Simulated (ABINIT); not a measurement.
## A GW run on MgO (Periclase) in ABINIT, with inputs changed

A base run on MgO (Periclase), then changed inputs.

Program: ABINIT 10.8.3. Level of theory: PBE and many-body steps on it, plane waves. Results are calculated unless marked as measured.

The database entry behind the starting cell differs from later determinations by our own check (about 0.1 % long), so it need not match the best structure at ambient conditions.

### 1. Starting point

The structure is cubic, space group Fm-3m (No. 225). The conventional cell has a = 4.217 Å, b = 4.217 Å, c = 4.217 Å, α = 90.00°, β = 90.00°, γ = 90.00°. Nearest to Mg lie 6 O at 2.11 Å. O has 6 Mg at 2.11 Å nearest. Farther neighbours and most contacts between anions are not listed.

The cell and positions come from the Crystallography Open Database and are kept as given unless a step says otherwise.

### 2. Screening, 6×6×6 mesh, 166 bands, screening to 304.8 eV

This step: ABINIT 10.8.3; RPA screening on PBE, plane waves, norm-conserving pseudopotentials.

The RPA dielectric matrix is built and inverted for each q.

Input file run.abi:

```
acell 3*1.0 Angstrom
rprim 
  -0.000000000000 2.108500000000 2.108500000000
  2.108500000000 0.000000000000 2.108500000000
  2.108500000000 2.108500000000 0.000000000000
ntypat 2
znucl 12 8
natom 2
typat 1 2
xred 
  0.000000000000 0.000000000000 0.000000000000
  0.500000000000 0.500000000000 0.500000000000
pp_dirpath "pseudos"
pseudos "Mg.upf, O.upf"
ecut 38
ngkpt 6 6 6
nshiftk 1
shiftk 0 0 0
kptopt 1
chksymbreak 0
istwfk *1
occopt 1
irdwfk 1
optdriver 3
nband 166
ecuteps 11.2
inclvkb 2
awtr 1
symchi 1
indata_prefix "in"
outdata_prefix "out"
tmpdata_prefix "tmp"
```

Started as:

```console
$ OMP_NUM_THREADS=1 mpirun -n 8 abinit run.abi > log
```

Output:

```text
.Version 10.8.3 of ABINIT. v10.8.2 released Aug 2026.

 Symmetries : space group Fm -3 m (#225); Bravais cF (face-center cubic)
[... echo of the input left out ...]
== DATASET  1 ==================================================================
-   mpi_nproc: 8, omp_nthreads: 1 (-1 if OMP is not activated)

--- !DatasetInfo
iteration_state: {dtset: 1, }
dimensions: {natom: 2, nkpt: 16, mband: 166, nsppol: 1, nspinor: 1, nspden: 1, mpw: 1430, }
cutoff_energies: {ecut:  38.0, pawecutdg:  -1.0, }
electrons: {nelect:   1.60000000E+01, charge:   0.00000000E+00, occopt:   1.00000000E+00, tsmear:   1.00000000E-02, }

 SCREENING: Calculation of the susceptibility and dielectric matrices

 Based on a program developped by R.W. Godby, V. Olevano, G. Onida, and L. Reining.
 Incorporated in ABINIT by V. Olevano, G.-M. Rignanese, and M. Torrent.
.Using double precision arithmetic ; gwpc =  8

[... cell and pseudopotentials left out ...]
--------------------------------------------------------------------------------

 ==== K-mesh for the wavefunctions ====
 Number of points in the irreducible wedge :    16
[... list of points left out ...]
 Together with 48 symmetry operations and time-reversal symmetry
 yields   216 points in the full Brillouin Zone.

 ==== Q-mesh for the screening function ====
 Number of points in the irreducible wedge :    16
[... list of points left out ...]
 Together with 48 symmetry operations and time-reversal symmetry
 yields   216 points in the full Brillouin Zone.

 setmesh: FFT mesh size selected  =    24x   24x   24
          total number of points  =        13824

 vcoul_init : cutoff-mode = AUXILIARY_FUNCTION
 q-points for optical limit:   1
     1)      0.000010    0.000020    0.000030

- screening: taking advantage of time-reversal symmetry
- Maximum band index for partially occupied states nbvw = 8
- Remaining bands to be divided among processors   nbcw = 158
- Number of bands treated by each node ~19

 Number of electrons calculated from density =   16.0000; Expected =   16.0000
 average of density, n =  0.126466
 r_s =    1.2359
 omega_plasma =   34.3038 [eV]

 calculating chi0 at frequencies [eV] :
  1    0.000000E+00    0.000000E+00
  2    0.000000E+00    3.430377E+01

--------------------------------------------------------------------------------
  q-point number  1        q = ( 0.000000, 0.000000, 0.000000) [r.l.u.]
--------------------------------------------------------------------------------
[... chi0 elements left out ...]
 For q-point:  0.000010 0.000020 0.000030
  dielectric constant =   3.0343
  dielectric constant without local fields =   3.2587

  Average fulfillment of the sum rule on Im[epsilon] for q-point    1 :     86.09  [%]
[... wings left out ...]
  q-point number  2        q = ( 0.166667, 0.000000, 0.000000) [r.l.u.]
--------------------------------------------------------------------------------
[... chi0 elements left out ...]
  Average fulfillment of the sum rule on Im[epsilon] for q-point    2 :     97.27  [%]

 [... 14 further q-points ...]
```

Wall time 75 s (8 MPI ranks of Arm Neoverse V2, shared host); peak memory 1.6 GiB; 9.9 min of CPU time.

Numbers from this step:

| Property | Result |
| --- | --- |
| ε∞ with local fields, on this mesh, along the program's q direction | 3.034 |
| the same without local fields | 3.259 |
| plasma frequency | 34.30 eV |
| plane waves in the screening matrix | 259 |

Local fields lower ε∞ by 7 %.

### 3. Base

The self-energy is evaluated for the states that the input lists, and the levels follow from it, in one-shot runs by the linearised quasiparticle equation.

This step: G0W0 on PBE, plane waves, norm-conserving pseudopotentials.

Edit run.abi of step 2 so:

```diff
@@ -23,8 +23,15 @@
 irdwfk 1
-optdriver 3
+optdriver 4
 nband 166
+gwcalctyp 0
+ecutsigx 38
+symsigma 1
+nkptgw 1
+kptgw 
+  0.0000000000 0.0000000000 0.0000000000
+bdgw 
+  6 12
 ecuteps 11.2
-inclvkb 2
-awtr 1
-symchi 1
+irdscr 1
+ppmodel 1
 indata_prefix "in"
```

Output:

```text
.Version 10.8.3 of ABINIT. v10.8.2 released Aug 2026.

 Symmetries : space group Fm -3 m (#225); Bravais cF (face-center cubic)
[... echo of the input left out ...]
== DATASET  1 ==================================================================
-   mpi_nproc: 8, omp_nthreads: 1 (-1 if OMP is not activated)

--- !DatasetInfo
iteration_state: {dtset: 1, }
dimensions: {natom: 2, nkpt: 16, mband: 166, nsppol: 1, nspinor: 1, nspden: 1, mpw: 1430, }
cutoff_energies: {ecut:  38.0, pawecutdg:  -1.0, }
electrons: {nelect:   1.60000000E+01, charge:   0.00000000E+00, occopt:   1.00000000E+00, tsmear:   1.00000000E-02, }

 SIGMA: Calculation of the GW corrections

 Based on a program developped by R.W. Godby, V. Olevano, G. Onida, and L. Reining.
 Incorporated in ABINIT by V. Olevano, G.-M. Rignanese, and M. Torrent.
.Using double precision arithmetic ; gwpc =  8

[... cell and pseudopotentials left out ...]
--------------------------------------------------------------------------------

 ==== K-mesh for the wavefunctions ====
 Number of points in the irreducible wedge :    16
[... list of points left out ...]
 Together with 48 symmetry operations and time-reversal symmetry
 yields   216 points in the full Brillouin Zone.

 ==== Q-mesh for screening function ====
 Number of points in the irreducible wedge :    16
[... list of points left out ...]
 Together with 48 symmetry operations and time-reversal symmetry
 yields   216 points in the full Brillouin Zone.

 vcoul_init : cutoff-mode = AUXILIARY_FUNCTION
 q-points for optical limit:   1
     1)      0.000010    0.000020    0.000030
 setmesh: FFT mesh size selected  =    32x   32x   32
          total number of points  =        32768

 Number of electrons calculated from density =   16.0000; Expected =   16.0000
 average of density, n =  0.126466
 r_s =    1.2359
 omega_plasma =   34.3038 [eV]

 === KS Band Gaps ===
  >>>> For spin  1
   Minimum direct gap =   4.7331 [eV], located at k-point      :   0.0000  0.0000  0.0000
   Fundamental gap    =   4.7331 [eV], Top of valence bands at :   0.0000  0.0000  0.0000
                                       Bottom of conduction at :   0.0000  0.0000  0.0000
 SIGMA fundamental parameters:
 PLASMON POLE MODEL  1
 number of plane-waves for SigmaX                 1411
 number of plane-waves for SigmaC and W            259
 number of plane-waves for wavefunctions          1411
 number of bands                                   166
 number of independent spin polarizations            1
 number of spinorial components                      1
 number of k-points in IBZ                          16
 number of q-points in IBZ                          16
 number of symmetry operations                      48
 number of k-points in BZ                          216
 number of q-points in BZ                          216
 number of frequencies for dSigma/dE                 9
 frequency step for dSigma/dE [eV]                0.25
 number of omega for Sigma on real axis              0
 max omega for Sigma on real axis  [eV]           0.00
 zcut for avoiding poles [eV]                     0.10

 EPSILON^-1 parameters (SCR file):
 dimension of the eps^-1 matrix on file            259
 dimension of the eps^-1 matrix used               259
 number of plane-waves for wavefunctions          1411
 number of bands                                   166
 number of q-points in IBZ                          16
 number of frequencies                               2
 number of real frequencies                          1
 number of imag frequencies                          1

 matrix elements of self-energy operator (all in [eV])

 Perturbative Calculation

--- !SelfEnergy_ee
iteration_state: {dtset: 1, }
kpoint     : [   0.000,    0.000,    0.000, ]
spin       : 1
KS_gap     :    4.733
QP_gap     :    7.073
Delta_QP_KS:    2.340
data: !SigmaeeData |
     Band     E0 <VxcDFT>   SigX SigC(E0)      Z dSigC/dE  Sig(E)    E-E0       E
        6   4.693 -20.107 -25.567   3.571   0.805  -0.242 -21.628  -1.521   3.172
        7   4.693 -20.107 -25.567   3.571   0.805  -0.242 -21.628  -1.521   3.172
        8   4.693 -20.107 -25.567   3.571   0.805  -0.242 -21.628  -1.521   3.172
        9   9.426 -13.453  -8.885  -3.608   0.854  -0.172 -12.633   0.820  10.246
       10  20.632  -9.568  -3.679  -4.671   0.862  -0.160  -8.518   1.051  21.683
       11  20.632  -9.568  -3.679  -4.671   0.862  -0.160  -8.518   1.051  21.683
       12  20.632  -9.568  -3.679  -4.671   0.862  -0.160  -8.518   1.051  21.683

== END DATASET(S) ==============================================================
================================================================================

 -outvars: echo values of variables after computation  --------
           etotal      0.0000000000E+00
            nband         166
             nkpt          16
          spgroup         225
 [... the other variables as echoed above ...]

 Calculation completed.
```

Elapsed: 8 s, on 8 MPI ranks; peak memory 1.6 GiB; 63 s of CPU time.

Numbers from this step:

- G0W0 gap on the points computed: 7.074 eV
- starting gap on the mesh: 4.733 eV
- k of the valence top: 0, 0, 0
- k of the conduction bottom: 0, 0, 0
- Z at the valence top: 0.805
- Z at the conduction bottom: 0.854
- least direct G0W0 gap on the computed points: 7.074 eV

The gap on the mesh goes from 4.73 eV to 7.07 eV, a correction of +2.34 eV.

### 4. Coulomb singularity

Edit run.abi of step 3 so:

```diff
@@ -36,2 +36,3 @@
 ppmodel 1
+gw_icutcoul 0
 indata_prefix "in"
```

Output:

```text
.Version 10.8.3 of ABINIT. v10.8.2 released Aug 2026.

 Symmetries : space group Fm -3 m (#225); Bravais cF (face-center cubic)
[... echo of the input left out ...]
== DATASET  1 ==================================================================
-   mpi_nproc: 8, omp_nthreads: 1 (-1 if OMP is not activated)

--- !DatasetInfo
iteration_state: {dtset: 1, }
dimensions: {natom: 2, nkpt: 16, mband: 166, nsppol: 1, nspinor: 1, nspden: 1, mpw: 1430, }
cutoff_energies: {ecut:  38.0, pawecutdg:  -1.0, }
electrons: {nelect:   1.60000000E+01, charge:   0.00000000E+00, occopt:   1.00000000E+00, tsmear:   1.00000000E-02, }

 SIGMA: Calculation of the GW corrections

 Based on a program developped by R.W. Godby, V. Olevano, G. Onida, and L. Reining.
 Incorporated in ABINIT by V. Olevano, G.-M. Rignanese, and M. Torrent.
.Using double precision arithmetic ; gwpc =  8

[... cell and pseudopotentials left out ...]
--------------------------------------------------------------------------------

 ==== K-mesh for the wavefunctions ====
 Number of points in the irreducible wedge :    16
[... list of points left out ...]
 Together with 48 symmetry operations and time-reversal symmetry
 yields   216 points in the full Brillouin Zone.

 ==== Q-mesh for screening function ====
 Number of points in the irreducible wedge :    16
[... list of points left out ...]
 Together with 48 symmetry operations and time-reversal symmetry
 yields   216 points in the full Brillouin Zone.

 === Spherical cutoff ===

  Cutoff radius .........    18.6855 [Bohr]
  Volume of the sphere ..   27327.58 [Bohr^3]
 q-points for optical limit:   1
     1)      0.000010    0.000020    0.000030
 setmesh: FFT mesh size selected  =    32x   32x   32
          total number of points  =        32768

[...]
number of q-points in BZ                          216
 number of frequencies for dSigma/dE                 9
 frequency step for dSigma/dE [eV]                0.25
 number of omega for Sigma on real axis              0
 max omega for Sigma on real axis  [eV]           0.00
 zcut for avoiding poles [eV]                     0.10

 EPSILON^-1 parameters (SCR file):
 dimension of the eps^-1 matrix on file            259
 dimension of the eps^-1 matrix used               259
 number of plane-waves for wavefunctions          1411
 number of bands                                   166
 number of q-points in IBZ                          16
 number of frequencies                               2
 number of real frequencies                          1
 number of imag frequencies                          1

 matrix elements of self-energy operator (all in [eV])

 Perturbative Calculation

--- !SelfEnergy_ee
iteration_state: {dtset: 1, }
kpoint     : [   0.000,    0.000,    0.000, ]
spin       : 1
KS_gap     :    4.733
QP_gap     :    7.058
Delta_QP_KS:    2.325
data: !SigmaeeData |
     Band     E0 <VxcDFT>   SigX SigC(E0)      Z dSigC/dE  Sig(E)    E-E0       E
        6   4.693 -20.107 -25.580   3.487   0.815  -0.226 -21.726  -1.619   3.074
        7   4.693 -20.107 -25.580   3.487   0.815  -0.226 -21.726  -1.619   3.074
        8   4.693 -20.107 -25.580   3.487   0.815  -0.226 -21.726  -1.619   3.074
        9   9.426 -13.453  -8.926  -3.701   0.856  -0.168 -12.746   0.706  10.133
       10  20.632  -9.568  -3.684  -4.788   0.863  -0.159  -8.622   0.946  21.578
       11  20.632  -9.568  -3.684  -4.788   0.863  -0.159  -8.622   0.946  21.578
       12  20.632  -9.568  -3.684  -4.788   0.863  -0.159  -8.622   0.946  21.578

== END DATASET(S) ==============================================================
================================================================================

 -outvars: echo values of variables after computation  --------
           etotal      0.0000000000E+00
            nband         166
             nkpt          16
          spgroup         225
 [... the other variables as echoed above ...]

 Calculation completed.
```

The job ended after 8 s (8 MPI ranks; peak memory 1.6 GiB; 63 s of CPU time).

Numbers from this step:

```
G0W0 gap on the points computed              : 7.059 eV
starting gap on the mesh                     : 4.733 eV
k of the valence top                         : 0, 0, 0
k of the conduction bottom                   : 0, 0, 0
Z at the valence top                         : 0.815
Z at the conduction bottom                   : 0.856
least direct G0W0 gap on the computed points : 7.059 eV
```

Against G0W0 in ABINIT (6×6×6 mesh, 166 bands, screening to 304.8 eV, Godby-Needs plasmon pole), the gap moves by −0.015 eV.

### 5. The runs together

Times are wall times on 8 MPI ranks of Arm Neoverse V2, shared host, good to a factor of about two. A run's time includes the screening step that it read.

```csv
run,mesh,bands,screening cutoff (eV),DFT gap (eV),gap on the mesh (eV),direct (eV),ε∞ used,time
base,6×6×6,166,304.8,4.733,7.074,7.074,3.03,83 s
Coulomb singularity,6×6×6,166,304.8,4.733,7.059,7.059,3.03,82 s
```

### 6. Summary of results

| Quantity | Value |
| --- | --- |
| base | 7.074 eV |
| Coulomb singularity | 7.059 eV |
| known limits | not at the basis limit |

**Reading.** Coulomb singularity: −0.015 eV against base (keys changed: gw_icutcoul). Bands and cutoff are finite, so the gap is not at the basis limit. The miss can reach some tenths of an eV and take either sign; the mesh is an error of its own. In the G0W0 runs levels were corrected at 1 k point alone, so a gap called «on the mesh» is the least over those, and an edge elsewhere would be missed.

[Paths, hosts, dates, memory and timing lines, banners, echoed tables and standing remarks are left out of the program output.]

[Logs are printed without paths, hosts, clocks, repeated set-up lines and the standing remarks that a program may print on its own settings, such as how far it seeks lower states.]

[Runs of the session that timed out or met a known fault of the program may be left out.]

[Hosts, paths, dates, database ids (printed as entryN), source tags and the programs' standing remarks are cut or masked in the printed files.]

[G0W0 gaps are taken among the corrected bands and points alone; a level outside them can change the order at an edge.]

[Where Ansatz stands beside ABINIT at settings called matched, ABINIT's density can come from a denser mesh and the files from another edition; pairs whose starting gaps differed by over 0.03 eV were left out, so agreement reads better than it is.]
